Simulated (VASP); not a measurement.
# 2H-WSe2 monolayer under biaxial strain, part 2 of 7

How do the gap and the band positions of 2H-WSe2 monolayer follow biaxial strain?

VASP 6.6.1, plane waves and PAW; the level of theory is named at each step.

So far, gap on the k-mesh (eV): step 2 (relaxing the monolayer) 1.64.

### 4. Vacuum level and density of states

Level of this step: PBE with D3(BJ), no spin polarisation; plane waves and PAW (W, Se) (VASP).

A static run writes the electrostatic potential without exchange and correlation (LVHAR), which is flat in the vacuum and gives the level to count from. The dipole correction cancels the field that unlike faces would set up across the vacuum.

Input file INCAR:

```
SYSTEM = WSe2
PREC = Normal
ENCUT = 350
EDIFF = 1E-06
NELM = 120
ISMEAR = 0
SIGMA = 0.03
LREAL = .FALSE.
ALGO = Fast
GGA = PE
IVDW = 12
NBANDS = 15
LASPH = .TRUE.
LORBIT = 11
LWAVE = .FALSE.
LCHARG = .TRUE.
IDIPOL = 3
LDIPOL = .TRUE.
DIPOL = 0.5 0.5 0.5
LVHAR = .TRUE.
LVACPOTAV = .TRUE.
NEDOS = 1500
LELF = .TRUE.
```

Input file POSCAR:

```
WSe2
1.0
    3.2786754165      0.0000000000      0.0000000000
   -1.6393377083      2.8394162015      0.0000000000
    0.0000000000      0.0000000000     22.0000000000
W Se
1 2
Direct
    0.3333333333      0.6666666667      0.5000000000
    0.6666666667      0.3333333333      0.4233974758
    0.6666666667      0.3333333333      0.5766025242
```

Input file KPOINTS:

```
Automatic mesh
0
Gamma
12 12 1
0 0 0
```

Input file KPOINTS_OPT:

```
Line mode
14
Line-mode
Reciprocal
  0.00000000   0.00000000   0.00000000 GAMMA
  0.50000000   0.00000000   0.00000000 M

  0.50000000   0.00000000   0.00000000 M
  0.33333333   0.33333333   0.00000000 K

  0.33333333   0.33333333   0.00000000 K
  0.00000000   0.00000000   0.00000000 GAMMA
```

Potentials, in the order of the species: W and Se (PBE family, release 64).

Launch:

```sh
$ mpirun -np 4 vasp_std
```

Output:

```text
[banner, memory and clock lines left out]
running    4 mpi-ranks, on    1 nodes
 distrk:  each k-point on    4 cores,    1 groups
 distr:  one band on    1 cores,    4 groups

 POSCAR found type information on POSCAR W Se
 POSCAR found :  2 types and       3 ions
 LDA part: xc-table for (Slater+PW92), standard interpolation
|                                                                             |
|           W    W    AA    RRRRR   N    N  II  N    N   GGGG   !!!           |
|           W    W   A  A   R    R  NN   N  II  NN   N  G    G  !!!           |
|           W    W  A    A  R    R  N N  N  II  N N  N  G       !!!           |
|           W WW W  AAAAAA  RRRRR   N  N N  II  N  N N  G  GGG   !            |
|           WW  WW  A    A  R   R   N   NN  II  N   NN  G    G                |
|           W    W  A    A  R    R  N    N  II  N    N   GGGG   !!!           |
|                                                                             |
|     The number of bands has been changed from the values supplied in        |
|     The orbitals not found in the WAVECAR file will be initialized with     |
|     random numbers, which is usually adequate. For correlated               |
|     calculations, however, you should redo the groundstate calculation.     |
|     I found NBANDS = 15. Now, NBANDS = 16.                                  |
|                                                                             |

 POSCAR, INCAR and KPOINTS ok, starting setup
 FFT: planning ... GRIDC
 FFT: planning ... GRID_SOFT
 FFT: planning ... GRID
 WAVECAR not read
 entering main loop
       N       E                     dE             d eps       ncg     rms          rms(c)
DAV:   1     0.102205008110E+03    0.10221E+03   -0.49362E+03   608   0.606E+02
DAV:   2    -0.111487285677E+02   -0.11335E+03   -0.10431E+03   872   0.145E+02
DAV:   3    -0.224976186885E+02   -0.11349E+02   -0.11239E+02   872   0.549E+01
DAV:   4    -0.226941366337E+02   -0.19652E+00   -0.19588E+00   720   0.877E+00
DAV:   5    -0.226976944134E+02   -0.35578E-02   -0.35571E-02   864   0.104E+00    0.224E+01
RMM:   6    -0.218788920470E+02    0.81880E+00   -0.18206E+00   680   0.668E+00    0.816E+00
RMM:   7    -0.216968656666E+02    0.18203E+00   -0.54325E-01   683   0.427E+00    0.562E+00
RMM:   8    -0.216640232962E+02    0.32842E-01   -0.29216E-01   730   0.296E+00    0.949E-01
RMM:   9    -0.216604796401E+02    0.35437E-02   -0.33889E-02   718   0.161E+00    0.120E+00
RMM:  10    -0.216604502506E+02    0.29389E-04   -0.74017E-03   746   0.374E-01    0.963E-01
RMM:  11    -0.216601756768E+02    0.27457E-03   -0.19875E-03   766   0.233E-01    0.482E-01
RMM:  12    -0.216600269504E+02    0.14873E-03   -0.51656E-04   766   0.117E-01    0.221E-01
RMM:  13    -0.216601202688E+02   -0.93318E-04   -0.17199E-04   781   0.611E-02    0.725E-02
RMM:  14    -0.216605207196E+02   -0.40045E-03   -0.14002E-04   770   0.539E-02    0.787E-02
RMM:  15    -0.216605928439E+02   -0.72124E-04   -0.28733E-05   791   0.229E-02    0.783E-02
RMM:  16    -0.216607034887E+02   -0.11064E-03   -0.12844E-05   734   0.151E-02    0.259E-02
RMM:  17    -0.216607414018E+02   -0.37913E-04   -0.34150E-06   630   0.832E-03    0.167E-02
RMM:  18    -0.216607706321E+02   -0.29230E-04   -0.19335E-06   626   0.518E-03    0.351E-03
RMM:  19    -0.216607723246E+02   -0.16925E-05   -0.36641E-07   487   0.250E-03    0.273E-03
RMM:  20    -0.216607741312E+02   -0.18066E-05   -0.11826E-07   432   0.168E-03    0.418E-03
RMM:  21    -0.216607745530E+02   -0.42182E-06   -0.31381E-08   318   0.115E-03
|                                                                             |
|           W    W    AA    RRRRR   N    N  II  N    N   GGGG   !!!           |
|           W    W   A  A   R    R  NN   N  II  NN   N  G    G  !!!           |
|           W    W  A    A  R    R  N N  N  II  N N  N  G       !!!           |
|           W WW W  AAAAAA  RRRRR   N  N N  II  N  N N  G  GGG   !            |
|           WW  WW  A    A  R   R   N   NN  II  N   NN  G    G                |
|           W    W  A    A  R    R  N    N  II  N    N   GGGG   !!!           |
|                                                                             |
|     Did not find any points to average over, which means that no vacuum     |
|     field-free region was found. Please increase the size of  your cell     |
|     in the dimension of the dipole correction to obtain accurate            |
|     workfunction values.                                                    |
|                                                                             |

   1 F= -.22677603E+02 E0= -.22677603E+02  d E =-.234425E-11
 Start KPOINTS_OPT (optional k-point list driver)
k-point batch [1-19\42]
       N       E                     dE             ncg
DAV:   1    -0.260389003021E+03   -0.61906E+04      616
DAV:   2    -0.228596619590E+04   -0.20256E+04      904
DAV:   3    -0.248948035395E+04   -0.20351E+03      840
DAV:   4    -0.249305074542E+04   -0.35704E+01      696
DAV:   5    -0.249312108020E+04   -0.70335E-01      800
DAV:   6    -0.249312357232E+04   -0.24921E-02      784
DAV:   7    -0.249312368289E+04   -0.11056E-03      872
DAV:   8    -0.249312368537E+04   -0.24794E-05      672
DAV:   9    -0.249312368554E+04   -0.17205E-06      592
[...]
k-point batch [39-42\42]
       N       E                     dE             ncg
DAV:   1     0.702802006385E+04   -0.17550E+03      128
DAV:   2     0.666996160655E+04   -0.35806E+03      176
DAV:   3     0.662433557776E+04   -0.45626E+02      176
DAV:   4     0.662325574820E+04   -0.10798E+01      160
DAV:   5     0.662323397005E+04   -0.21778E-01      160
DAV:   6     0.662323321261E+04   -0.75744E-03      144
DAV:   7     0.662323319351E+04   -0.19103E-04      192
DAV:   8     0.662323319237E+04   -0.11311E-05      120
DAV:   9     0.662323319230E+04   -0.74653E-07      136
```

Wall time 13 s (4 MPI ranks of AMD EPYC 7R43, shared host); peak memory 0.51 GiB; 49 s of CPU time.

Parts of OUTCAR (step 4):

```text
The static configuration has the point symmetry D_3h.

 Found     19 irreducible k-points:

   k-points           NKPTS =     19   k-points in BZ     NKDIM =     19   number of bands    NBANDS=     16

   NELECT =      18.0000    total number of electrons

 E-fermi :  -1.9424

 k-point     1 :       0.0000    0.0000    0.0000
  band No.  band energies     occupation
    ...
      5      -4.3621      2.00000
      6      -4.3392      2.00000
      7      -3.2247      2.00000
      8      -3.2247      2.00000
      9      -2.5216      2.00000
     10       0.9490      0.00000
     11       0.9490      0.00000
     12       1.1003      0.00000
     13       1.1003      0.00000
     14       2.2084      0.00000
    ...

 k-point     2 :       0.0833   -0.0000    0.0000
  band No.  band energies     occupation
    ...
      5      -4.5545      2.00000
      6      -4.2587      2.00000
      7      -3.4045      2.00000
      8      -3.2127      2.00000
      9      -2.5437      2.00000
     10       0.6286      0.00000
     11       0.6976      0.00000
     12       0.9617      0.00000
     13       1.1276      0.00000
     14       2.5139      0.00000
    ...

 Edisp (eV)   -1.01683

  Total       0.00022     0.00022    -0.09779    -0.00000     0.00000     0.00000
  in kB       0.00171     0.00171    -0.76501    -0.00000     0.00000     0.00000
  external pressure =       -0.25 kB  Pullay stress =        0.00 kB

 POSITION                                       TOTAL-FORCE (eV/Angst)
 -----------------------------------------------------------------------------------
     -0.00000      1.89294     11.00000        -0.000000      0.000000      0.000000
      1.63934      0.94647      9.31474        -0.000000      0.000000      0.008614
      1.63934      0.94647     12.68526         0.000000     -0.000000     -0.008614
 -----------------------------------------------------------------------------------
    total drift:                                0.000001     -0.000001      0.000000

  FREE ENERGIE OF THE ION-ELECTRON SYSTEM (eV)
  ---------------------------------------------------
  free  energy   TOTEN  =       -22.6776034557 eV

  energy  without entropy=      -22.6776034557  energy(sigma->0) =      -22.67760346

 vacuum level on the upper side and lower side of the slab         2.989         2.989

[... 11 parts as in an earlier step ...]

[... 3 further parts left out ...]
```

Numbers from this step:

```yaml
fermi_energy: -1.942 eV
least_gap_on_mesh_and_path: 1.640 eV
least_direct_gap_on_mesh_and_path: 1.682 eV
vacuum_levels: 2.989, 2.989 eV
ionisation_potentials_of_the_upper_and_lower_face: 5.060, 5.060 eV
electron_affinities_of_the_upper_and_lower_face: 3.421, 3.421 eV
```

Electronic bands along the path, in eV, zero at the valence-band top; v1 is the highest filled band, c1 the lowest empty one:

| point | v4 | v3 | v2 | v1 | c1 | c2 | c3 | c4 |
| --- | --- | --- | --- | --- | --- | --- | --- | --- |
| Γ | -2.27 | -1.15 | -1.15 | -0.45 | 3.02 | 3.02 | 3.17 | 3.17 |
| 0.46 of the way | -2.12 | -1.62 | -1.60 | -0.90 | 1.89 | 2.49 | 2.71 | 3.90 |
| M | -2.96 | -2.21 | -1.02 | -0.84 | 2.47 | 2.79 | 3.74 | 4.41 |
| 0.46 of the way | -3.25 | -2.54 | -2.20 | -0.40 | 2.28 | 3.04 | 3.40 | 4.31 |
| K | -3.74 | -3.35 | -2.40 | 0.00 | 1.68 | 2.75 | 3.52 | 5.02 |
| 0.46 of the way | -3.31 | -2.13 | -1.40 | -0.77 | 1.64 | 2.53 | 2.66 | 4.30 |
| Γ | -2.27 | -1.15 | -1.15 | -0.45 | 3.02 | 3.02 | 3.17 | 3.17 |

Of the projections kept (W, Se), the largest for each band there; the rest of the weight can lie on other orbitals:

| point | v4 | v3 | v2 | v1 | c1 | c2 | c3 | c4 |
| --- | --- | --- | --- | --- | --- | --- | --- | --- |
| Γ | Se 0.88 | W 0.64 | W 0.64 | W 0.82 | Se 0.57 | Se 0.57 | Se 0.64 | Se 0.64 |
| M | W 0.57 | Se 0.68 | W 0.73 | Se 0.81 | W 0.97 | W 0.91 | W 0.58 | W 0.57 |
| K | Se 0.59 | Se 0.80 | Se 0.59 | W 0.83 | W 0.95 | W 0.72 | W 0.79 | W 0.70 |
| Γ | Se 0.88 | W 0.64 | W 0.64 | W 0.82 | Se 0.57 | Se 0.57 | Se 0.64 | Se 0.64 |

Zero at the Fermi level. The planar average of the electrostatic potential by height:

height (Å), planar average of the electrostatic potential (eV) and a bar from the least value:
```
      0.0        4.9 ##############################
      0.5        4.9 ##############################
      1.0        4.9 ##############################
      1.5        4.9 ##############################
      2.0        4.9 ##############################
      2.5        4.9 ##############################
      3.0        4.9 ##############################
      3.5        4.9 ##############################
      4.0        4.9 ##############################
      4.5        4.9 ##############################
      5.0        4.9 ##############################
      5.5        4.9 ##############################
      6.0        4.9 ##############################
      6.5        4.9 ##############################
      7.0        4.9 ##############################
      7.5        4.7 ##############################
      8.0        3.9 ############################
      8.5        0.0 ####################
      9.0       -9.1 ###
      9.5      -10.5 
     10.0       -6.4 ########
     10.5       -6.7 #######
     11.0       -9.0 ###
     11.5       -6.7 #######
     12.0       -6.4 ########
     12.5      -10.5 
     13.0       -9.1 ###
     13.5        0.0 ####################
     14.0        3.9 ############################
     14.5        4.7 ##############################
     15.0        4.9 ##############################
     15.5        4.9 ##############################
     16.0        4.9 ##############################
     16.5        4.9 ##############################
     17.0        4.9 ##############################
     17.5        4.9 ##############################
     18.0        4.9 ##############################
     18.5        4.9 ##############################
     19.0        4.9 ##############################
     19.5        4.9 ##############################
     20.0        4.9 ##############################
     20.5        4.9 ##############################
     21.0        4.9 ##############################
     21.5        4.9 ##############################
```

Density of states in the PAW spheres, an atom over height of the layer and energy from the Fermi level.

Ten even steps from '0' (0.00 states/eV) to '9' (1.66 states/eV), each cell a mean:
```
000
000
020
292
262
232
484
353
242
242
353
121
363
121
232
242
131
111
000
000
000
000
```
Columns: height of the layer (Å) from 9.3 to 12.7; rows upwards: energy from the Fermi level (eV) from -7.9 to 0.5.

ELF in the ca plane at fractional y = 0.333, with atoms of Se within 0.2 Å of it. It is the smooth field of the valence electrons, not physical close to the nuclei.

Ten even steps from '0' (0.00) to '9' (0.93), each cell a mean:
```
00000000000000247899887423588899863100000000
00000000000001479998787523687799986310000000
00000000000002589997567423675589997310000000
00000000000102579998677523676699986310000000
00000000000001368999887423688899974200000000
00000000000000024677775322467777531000000000
00000000000000000123432222234432100000000000
00000000000000000012221122122211000000000000
00000000000000012456664222356655310000000000
```
Columns run along c (16.0 Å, from fractional 0.10 to 0.83 of the cell), rows up along a (3.3 Å). Atoms in or near the plane, at fractional coordinates: Se at (0.42, 0.67), Se at (0.58, 0.67).

Valence density in the ca plane at fractional y = 0.333, with atoms of Se within 0.2 Å of it. It is the smooth field of the valence electrons, not physical close to the nuclei.

Values in e/Å³, 5 rows by 16 columns, each cell a mean:
```
0.00 0.00 0.00 0.00 0.00 0.02 0.37 0.71 0.43 0.35 0.70 0.49 0.04 0.00 0.00 0.00
0.00 0.00 0.00 0.00 0.00 0.03 0.58 0.34 0.50 0.38 0.39 0.65 0.07 0.00 0.00 0.00
0.00 0.00 0.00 0.00 0.00 0.02 0.38 0.71 0.44 0.35 0.70 0.50 0.04 0.00 0.00 0.00
0.00 0.00 0.00 0.00 0.00 0.01 0.09 0.28 0.31 0.33 0.29 0.13 0.01 0.00 0.00 0.00
0.00 0.00 0.00 0.00 0.00 0.01 0.09 0.26 0.31 0.33 0.27 0.12 0.01 0.00 0.00 0.00
```
Columns run along c (16.0 Å, from fractional 0.10 to 0.83 of the cell), rows up along a (3.3 Å). Atoms in or near the plane, at fractional coordinates: Se at (0.42, 0.67), Se at (0.58, 0.67).

The map of layer states is cut here 0.5 eV above the Fermi level, so it leaves out the states above that.

The vacuum level lies 5.06 eV above the highest filled level at the upper face; both faces agree, as the slab has next to no dipole.

The program found no field-free point at its default tolerance, but its printed level agrees with the flat part of the planar average.

(Continued in part 3 of 7.)

[Lines on the potential files, build, host, timing and source positions are cut from VASP's logs without a mark.]

[Logs are printed without paths, hosts, clocks, repeated set-up lines and the standing remarks that a program may print on its own settings, such as how far it seeks lower states.]

[Hosts, paths, dates, database ids (printed as entryN), source tags and the programs' standing remarks are cut or masked in the printed files.]

[Runs that stopped without an error message from VASP are left out.]
